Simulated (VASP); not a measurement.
# TiTe2 (P-3m1) in VASP: further runs

One crystal, TiTe2, is run at these levels: PBEsol; tasks: relaxation of shape and atoms at fixed volume.

Everything below comes from runs of VASP 6.6.1. Logs are shortened: lines on timing, memory, paths and dates and some standing lists are left out, and cuts for length are marked.

## Step 1: The crystal as given

Symmetry: P-3m1, No. 164, trigonal system. The conventional cell has a = 3.697 Å, b = 3.697 Å, c = 6.436 Å, α = 90.00°, β = 90.00°, γ = 120.00°. Around Ti (site symmetry -3m) lie 6 Te at 2.74 Å. Te (site symmetry 3m) is surrounded by 3 Ti at 2.74 Å.

## Step 2: Relaxation of shape and atoms at fixed volume, PBEsol

INCAR reads:

```
SYSTEM = TiTe2
  PREC = Accurate
  ENCUT = 600
  EDIFF = 1E-7
  ISMEAR = 1
  SIGMA = 0.1
  LREAL = .FALSE.
  LASPH = .TRUE.
  NELM = 80
  ALGO = Normal
  ISIF = 4
  LWAVE = .FALSE.
  LCHARG = .FALSE.
  GGA = PS
  IBRION = 2
  NSW = 40
  EDIFFG = -0.01
```

KPOINTS reads:

```
regular mesh
0
G
  12 12 6
  0 0 0
```

POSCAR reads:

```
TiTe2                                   
1.0
    3.6971610139      0.0000000000     -0.0000000000
   -1.8485805070      3.2018353599     -0.0000000000
    0.0000000000      0.0000000000      6.4355322869
  Ti              Te            
     1     2
Direct
     0.0000000000000000    1.0000000000000000    0.0000000000000000
     0.6666666667000030    0.3333333332999970    0.2677859823736157
     0.3333333332999970    0.6666666667000030    0.7322140176263843
```

Potentials or basis: VASP PAW PBE potentials, release 64 (Ti_sv, Te).

Command:

```console
$ cat potpaw_PBE.64/Ti_sv/POTCAR potpaw_PBE.64/Te/POTCAR > POTCAR
$ mpirun -np 1 vasp_std > vasp.out
```

OUTCAR:

```text
SYSTEM = TiTe2
   PREC = Accurate
   ENCUT = 600
   EDIFF = 1E-7
   ISMEAR = 1
   LREAL = .FALSE.
   LASPH = .TRUE.
   NELM = 80
   ISIF = 4
   GGA = PS
   IBRION = 2
   NSW = 40
   EDIFFG = -0.01

 ion  position               nearest neighbor table
   1  0.000  0.000  0.000-   2 2.74   3 2.74   2 2.74   3 2.74   2 2.74   3 2.74
   2  0.667  0.333  0.268-   1 2.74   1 2.74   1 2.74   3 3.67   3 3.67   3 3.67
   3  0.333  0.667  0.732-   1 2.74   1 2.74   1 2.74   2 3.67   2 3.67   2 3.67

  LATTYP: Found a hexagonal cell.
 ALAT       =     3.6971610139
 C/A-ratio  =     1.7406686543

  Lattice vectors:

 A1 = (   3.6971610139,   0.0000000000,   0.0000000000)
 A2 = (  -1.8485805070,   3.2018353599,   0.0000000000)
 A3 = (   0.0000000000,   0.0000000000,   6.4355322869)

Analysis of symmetry for initial positions (statically):
=====================================================================
 Subroutine PRICEL returns:
 Original cell was already a primitive cell.

 Routine SETGRP: Setting up the symmetry group for a
 hexagonal supercell.

 Subroutine GETGRP returns: Found 12 space group operations
 (whereof 12 operations were pure point group operations)
 out of a pool of 24 trial point group operations.

The static configuration has the point symmetry D_3d.

Analysis of symmetry for dynamics (positions and initial velocities):
=====================================================================
 Subroutine PRICEL returns:
 Original cell was already a primitive cell.

 Routine SETGRP: Setting up the symmetry group for a
 hexagonal supercell.

 Subroutine GETGRP returns: Found 12 space group operations
 (whereof 12 operations were pure point group operations)
 out of a pool of 24 trial point group operations.

The dynamic configuration has the point symmetry D_3d.

 Subroutine INISYM returns: Found 12 space group operations
 (whereof 12 operations are pure point group operations),
 and found     1 'primitive' translations

----------------------------------------------------------------------------------------

                                     Primitive cell

  volume of cell :      76.1819

  direct lattice vectors                    reciprocal lattice vectors
     3.697161014  0.000000000  0.000000000     0.270477806  0.156160434  0.000000000
    -1.848580507  3.201835360  0.000000000     0.000000000  0.312320868  0.000000000
     0.000000000  0.000000000  6.435532287     0.000000000  0.000000000  0.155387302

  length of vectors
     3.697161014  3.697161014  6.435532287     0.312320868  0.312320868  0.155387302

  position of ions in fractional coordinates (direct lattice)
     0.000000000  0.000000000  0.000000000
     0.666666667  0.333333333  0.267785982
     0.333333333  0.666666667  0.732214018

  ion indices of the primitive-cell ions
   primitive index   ion index
                 1           1
                 2           2
                 3           3

----------------------------------------------------------------------------------------

 KPOINTS: regular mesh

Automatic generation of k-mesh.
 Grid dimensions read from file:
 generate k-points for:   12   12    6

 Generating k-lattice:

  Cartesian coordinates                     Fractional coordinates (reciprocal lattice)
     0.022539817  0.013013370  0.000000000     0.083333333  0.000000000  0.000000000
     0.000000000  0.026026739  0.000000000     0.000000000  0.083333333  0.000000000
     0.000000000  0.000000000  0.025897884     0.000000000  0.000000000  0.166666667

  Length of vectors
     0.026026739  0.026026739  0.025897884

  Shift w.r.t. Gamma in fractional coordinates (k-lattice)
     0.000000000  0.000000000  0.000000000

 Subroutine IBZKPT returns following result:
 ===========================================

 Found    100 irreducible k-points:

 Following reciprocal coordinates:
            Coordinates               Weight
  0.000000  0.000000  0.000000      1.000000
  0.083333  0.000000  0.000000      6.000000
  0.166667  0.000000  0.000000      6.000000
  0.250000  0.000000  0.000000      6.000000
  0.333333  0.000000  0.000000      6.000000
  0.416667 -0.000000  0.000000      6.000000
[... 16 lines left out ...]
  0.166667  0.000000  0.166667      6.000000
  0.000000  0.166667  0.166667      6.000000
 [... further k-points ...]
   k-points           NKPTS =    100   k-points in BZ     NKDIM =    100   number of bands    NBANDS=     16
   number of dos      NEDOS =    301   number of ions     NIONS =      3
   total plane-waves  NPLWV =  48600
   dimension x,y,z NGX =    30 NGY =   30 NGZ =   54
   dimension x,y,z NGXF=    60 NGYF=   60 NGZF=  108
   ions per type =               1   2
   NGX,Y,Z   is equivalent  to a cutoff of  13.49, 13.49, 13.95 a.u.
   NGXF,Y,Z  is equivalent  to a cutoff of  26.98, 26.98, 27.90 a.u.
 SYSTEM =  TiTe2
   PREC   = accura    normal or accurate (medium, high low for compatibility)
[... 32 lines left out ...]
   LORBIT       =      0    0 simple, 1 ext, 2 COOP (PROOUT), +10 PAW based schemes
   GGA     = PS    functional components
   LHFCALC =     F    Hartree Fock is set to
   AEXX    =    0.0000 exact exchange contribution
   IVDW    =     0    specifies the selected vdW correction
   LEPSILON=     F    determine dielectric tensor
   LRPA    =     F    only Hartree local field effects (RPA)
 conjugate gradient relaxation of ions
 non-spin polarized calculation
 Methfessel and Paxton  Order N= 1 SIGMA  =   0.10
  energy-cutoff  :      600.00
  volume of cell :       76.18
 maximum number of plane-waves:      2570
 NGX is ok and might be reduce to    30
   NGX = 15   NGY = 15   NGZ = 25

 number of electron      24.0000001 magnetization

 Free energy of the ion-electron system (eV)
  ---------------------------------------------------
  ext. energy  EPLUGINS =         0.00000000
  ---------------------------------------------------
  free energy    TOTEN  =       -17.54186802 eV

  energy without entropy =      -17.54223452  energy(sigma->0) =      -17.54199018

 E-fermi :   7.3509     XC(G=0): -10.2596

 val. band max:        7.3347220053   @ k =   0.2500   0.0000   0.1667
 cond. band min:       7.3550209589   @ k =   0.0000   0.4167   0.1667
 fundamental gap:      0.0202989536
 Fermi energy:         7.3508726000

 k-point     1 :       0.0000    0.0000    0.0000
  band No.  band energies     occupation
      1     -49.7856      2.00000
      2     -26.1517      2.00000
      3     -26.1517      2.00000
      4     -26.1200      2.00000
      5      -5.3896      2.00000
      6      -3.7572      2.00000
[... 8 lines left out ...]
     15       8.6342     -0.00000
     16      10.5320      0.00000

 k-point     2 :       0.0833    0.0000    0.0000
  band No.  band energies     occupation
      1     -49.7853      2.00000
      2     -26.1554      2.00000
      3     -26.1526      2.00000
      4     -26.1192      2.00000
      5      -5.3056      2.00000
      6      -3.7112      2.00000
[... 8 lines left out ...]
     15       8.7199     -0.00000
     16      10.2845      0.00000

 k-point     3 :       0.1667    0.0000    0.0000
  band No.  band energies     occupation
      1     -49.7845      2.00000
      2     -26.1655      2.00000
      3     -26.1549      2.00000
      4     -26.1168      2.00000
      5      -5.0601      2.00000
      6      -3.5819      2.00000
[... 8 lines left out ...]
     15       8.7529     -0.00000
     16      10.2295      0.00000

 k-point     4 :       0.2500    0.0000    0.0000
  band No.  band energies     occupation
      1     -49.7835      2.00000
      2     -26.1793      2.00000
      3     -26.1580      2.00000
      4     -26.1135      2.00000
      5      -4.6748      2.00000
      6      -3.3985      2.00000
[... 8 lines left out ...]
     15       8.6795     -0.00000
     16      10.4479      0.00000
[... 324 lines left out ...]
 k-point    22 :       0.0000    0.0833    0.1667
  band No.  band energies     occupation
      1     -49.7853      2.00000
      2     -26.1554      2.00000
      3     -26.1526      2.00000
      4     -26.1192      2.00000
      5      -5.2272      2.00000
      6      -3.8672      2.00000
[... 8 lines left out ...]
     15       8.7479     -0.00000
     16      10.1573      0.00000

 k-point    23 :       0.1667    0.0000    0.1667
  band No.  band energies     occupation
      1     -49.7845      2.00000
      2     -26.1655      2.00000
      3     -26.1549      2.00000
      4     -26.1168      2.00000
      5      -4.9889      2.00000
      6      -3.7150      2.00000
[... 8 lines left out ...]
     15       8.9218     -0.00000
     16      10.0485      0.00000

 k-point    24 :       0.0000    0.1667    0.1667
  band No.  band energies     occupation
      1     -49.7845      2.00000
      2     -26.1655      2.00000
      3     -26.1549      2.00000
      4     -26.1168      2.00000
      5      -4.9828      2.00000
      6      -3.7276      2.00000
[... 8 lines left out ...]
     15       8.6621     -0.00000
     16      10.1422      0.00000

 [... further k-points ...]
[... 5 lines left out ...]
  --------------------------------------------------------------------------------------
  -------------------------------------------------------------------------------------
  Total        0.0015043      0.0015043     -0.0144954     -0.0000000      0.0000000      0.0000000
  in kB        0.0316359      0.0316359     -0.3048526     -0.0000000      0.0000000      0.0000000
  external PRESSURE =      -0.0805269 kB  Pullay stress =       0.0000000 kB

 VOLUME and BASIS-vectors are now :
 -----------------------------------------------------------------------------
  energy-cutoff  :      600.00
  volume of cell :       76.18
      direct lattice vectors                 reciprocal lattice vectors
     3.697161014  0.000000000  0.000000000     0.270477806  0.156160434  0.000000000
    -1.848580507  3.201835360  0.000000000     0.000000000  0.312320868  0.000000000
     0.000000000  0.000000000  6.435532287     0.000000000  0.000000000  0.155387302

 POSITION                                       TOTAL-FORCE (eV/Angst)
 -----------------------------------------------------------------------------------
      0.00000      0.00000      0.00000         0.000000      0.000000      0.000000
      1.84858      1.06728      1.72335        -0.000000     -0.000000      0.000921
     -0.00000      2.13456      4.71219         0.000000      0.000000     -0.000921
 -----------------------------------------------------------------------------------
    total drift:                               -0.000000      0.000000     -0.000000

  FREE ENERGIE OF THE ION-ELECTRON SYSTEM (eV)
  ---------------------------------------------------
  free  energy   TOTEN  =       -17.5418680167 eV

  energy  without entropy=      -17.5422345202  energy(sigma->0) =      -17.54199018

 reached required accuracy - stopping structural energy minimisation
```

Run time: 2.9 min. Hardware: 1 thread of Intel Xeon Platinum 8488C (Sapphire Rapids), shared host; peak memory 0.32 GiB.

What came out:

| Quantity | Value |
| --- | --- |
| Free energy | -17.5419 eV |
| Pressure after relaxing | 0.0 GPa |
| Band gap on the k mesh | none (metal or under the smearing width) |

Final structure:
```cif
data_structure
_symmetry_space_group_name_H-M 'P 1'
_symmetry_Int_Tables_number 1
_cell_length_a 3.6972
_cell_length_b 3.6972
_cell_length_c 6.4355
_cell_angle_alpha 90.000
_cell_angle_beta 90.000
_cell_angle_gamma 120.000
_cell_volume 76.18
loop_
_atom_site_label
_atom_site_type_symbol
_atom_site_fract_x
_atom_site_fract_y
_atom_site_fract_z
_atom_site_occupancy
Ti1 Ti 0.00000 0.00000 0.00000 1
Te1 Te 0.66667 0.33333 0.26779 1
Te2 Te 0.33333 0.66667 0.73221 1
```

Levels at points of the mesh, in eV from the Fermi level:
```
           k point  band 8  band 9  band 10  band 11  band 12  band 13  band 14  band 15  band 16
(0.00, 0.00, 0.00)   -1.61   -1.61     0.22     0.43     0.43     0.62     1.28     1.28     3.18
(0.50, 0.00, 0.00)   -3.95   -2.90    -2.54    -1.74    -1.12    -0.05     1.27     1.62     2.43
(0.00, 0.00, 0.50)   -2.99   -1.53    -1.53     0.41     0.41     0.90     0.90     1.06     3.70
(0.50, 0.00, 0.50)   -4.88   -2.58    -2.07    -0.98    -0.49    -0.42     1.26     1.61     2.66
```

Caveat: the relaxation stopped at its first step, so nothing moved; the PAW data sets were made with another functional, which shifts forces and pressure a little; this functional lacks dispersion, which binds the layers, so the pressure and a relaxed spacing across them are unreliable.

## Step 3: Relaxation of shape and atoms at fixed volume, PBEsol (a relaxed cell with its volume scaled by 1.02)

INCAR is that of step 2.

KPOINTS is that of step 2.

POSCAR reads:

```
TiTe2                                   
1.0
    3.7216462375      0.0000000000     -0.0000000000
   -1.8608231188      3.2230401855     -0.0000000000
    0.0000000000      0.0000000000      6.4781529481
  Ti              Te            
     1     2
Direct
     0.0000000000000000    1.0000000000000000    0.0000000000000000
     0.6666666667000030    0.3333333332999970    0.2677859823736157
     0.3333333332999970    0.6666666667000030    0.7322140176263843
```

Potentials or basis: VASP PAW PBE potentials, release 64 (Ti_sv, Te).

Command:

```console
$ cat potpaw_PBE.64/Ti_sv/POTCAR potpaw_PBE.64/Te/POTCAR > POTCAR
$ mpirun -np 1 vasp_std > vasp.out
```

Wall time 8.1 min (1 thread of Intel Xeon Platinum 8488C (Sapphire Rapids), shared host); peak memory 0.33 GiB.

Results (log left out):

- Free energy: -17.5387 eV
- Energy gained by relaxing: 1.1 meV/atom
- Ionic steps: 6
- Pressure after relaxing: -0.7 GPa
- Band gap on the k mesh: none (metal or under the smearing width)

Forces on the atoms (eV/Å):
```
Ti   0.000  0.000  0.000
Te   0.000  0.000 -0.002
Te   0.000  0.000  0.002
```

Stress tensor (GPa, compression positive):
```
-0.72  0.00  0.00
 0.00 -0.72  0.00
 0.00  0.00 -0.64
```

Step by step:
```tsv
step	energy change (eV)	largest force (eV/Å)	pressure (GPa)
1	0.0000	0.1666	-1.36
2	-0.0020	0.0837	-1.06
3	-0.0026	0.0168	-0.83
4	-0.0026	0.0117	-0.81
5	-0.0030	0.0075	-0.76
6	-0.0032	0.0024	-0.70
```

Final structure:
```
Ti Te
1.0
     3.71637    0.00000    0.00000
    -1.85819    3.21847    0.00000
     0.00000    0.00000    6.49655
Ti Te
1 2
Direct
  0.00000 0.00000 0.00000
  0.66667 0.33333 0.26482
  0.33333 0.66667 0.73518
```

Levels at points of the mesh, in eV from the Fermi level:
| k point | band 10 | band 11 | band 12 | band 13 | band 14 | band 15 |
| --- | --- | --- | --- | --- | --- | --- |
| (0.00, 0.00, 0.00) | 0.24 | 0.41 | 0.41 | 0.52 | 1.23 | 1.23 |
| (0.50, 0.00, 0.00) | -2.50 | -1.75 | -1.09 | -0.05 | 1.23 | 1.57 |
| (0.00, 0.00, 0.50) | -1.55 | 0.40 | 0.40 | 0.89 | 0.89 | 1.02 |
| (0.50, 0.00, 0.50) | -2.04 | -1.02 | -0.53 | -0.39 | 1.22 | 1.56 |

Caveat: the PAW data sets were made with another functional, which shifts forces and pressure a little; this functional lacks dispersion, which binds the layers, so the pressure and a relaxed spacing across them are unreliable. Spin-orbit coupling is left out, which matters for the levels of Te.

## Step 4: Relaxation of shape and atoms at fixed volume, PBEsol (a relaxed cell with its volume scaled by 1.04)

INCAR is that of step 3.

KPOINTS is that of step 3.

POSCAR reads:

```
TiTe2                                   
1.0
    3.7458134486      0.0000000000     -0.0000000000
   -1.8729067244      3.2439696043     -0.0000000000
    0.0000000000      0.0000000000      6.5202200551
  Ti              Te            
     1     2
Direct
     0.0000000000000000    1.0000000000000000    0.0000000000000000
     0.6666666667000030    0.3333333332999970    0.2677859823736157
     0.3333333332999970    0.6666666667000030    0.7322140176263843
```

Command:

```console
$ cat potpaw_PBE.64/Ti_sv/POTCAR potpaw_PBE.64/Te/POTCAR > POTCAR
$ mpirun -np 1 vasp_std > vasp.out
```

Run time: 8.1 min. Hardware: 1 thread of Intel Xeon Platinum 8488C (Sapphire Rapids), shared host; peak memory 0.34 GiB.

The run converged. Its results:

```
Free energy                  : -17.5301 eV
Energy gained by relaxing    : 4.4 meV/atom
Ionic steps                  : 5
Pressure after relaxing      : -1.1 GPa
Largest force after relaxing : 0.007 eV/Å
Band gap on the k mesh       : none (metal or under the smearing width)
```

Forces in eV/Å, atoms in the order of the input:
```
Ti   0.000  0.000  0.000
Te   0.000  0.000  0.007
Te   0.000  0.000 -0.007
```

Step by step:
```
step  energy change (eV)  largest force (eV/Å)  pressure (GPa)
   1              0.0000                0.3232           -2.57
   2             -0.0078                0.1716           -2.04
   3             -0.0103                0.0212           -1.51
   4             -0.0118                0.0115           -1.39
   5             -0.0131                0.0073           -1.12
```

Final structure:
```
Ti Te
1.0
     3.72550    0.00000    0.00000
    -1.86275    3.22638    0.00000
     0.00000    0.00000    6.59151
Ti Te
1 2
Direct
  0.00000 0.00000 0.00000
  0.66667 0.33333 0.26100
  0.33333 0.66667 0.73900
```

Levels at points of the mesh, in eV from the Fermi level:
| k point | band 8 | band 9 | band 10 | band 11 | band 12 | band 13 | band 14 | band 15 | band 16 |
| --- | --- | --- | --- | --- | --- | --- | --- | --- | --- |
| (0.00, 0.00, 0.00) | -1.61 | -1.61 | 0.24 | 0.37 | 0.40 | 0.40 | 1.21 | 1.21 | 3.21 |
| (0.50, 0.00, 0.00) | -3.88 | -2.74 | -2.47 | -1.76 | -1.04 | -0.04 | 1.21 | 1.55 | 2.43 |
| (0.00, 0.00, 0.50) | -2.79 | -1.55 | -1.55 | 0.39 | 0.39 | 0.92 | 0.92 | 0.98 | 3.60 |
| (0.50, 0.00, 0.50) | -4.65 | -2.52 | -2.00 | -1.09 | -0.56 | -0.37 | 1.21 | 1.53 | 2.72 |

Caveat: the PAW data sets were made with another functional, which shifts forces and pressure a little; this functional lacks dispersion, which binds the layers, so the pressure and a relaxed spacing across them are unreliable. Spin-orbit coupling is left out, which matters for the levels of Te.

## Step 5: The runs side by side

| cell | gap on the mesh (eV) | pressure (GPa) |
| --- | --- | --- |
| atoms relaxed at fixed volume | none | 0.0 |
| atoms relaxed at fixed volume from: a relaxed cell with its volume scaled by 1.02 | none | -0.7 |
| atoms relaxed at fixed volume from: a relaxed cell with its volume scaled by 1.04 | none | -1.1 |

Alike in all rows: task relaxation of shape and atoms at fixed volume; level PBEsol; potentials or basis VASP PAW PBE potentials, release 64 (Ti_sv, Te); no spin polarisation; k mesh 12 × 12 × 6; cutoff (eV) 600; smearing methfessel-paxton 0.1 eV.

Caveats: the PAW data sets were made with another functional, which shifts forces and pressure a little; this functional lacks dispersion, which binds the layers, so the pressure and a relaxed spacing across them are unreliable; the relaxation stopped at its first step, so nothing moved (some runs).

Total energies depend on the potentials used, so only differences within one code and one set of settings carry meaning.
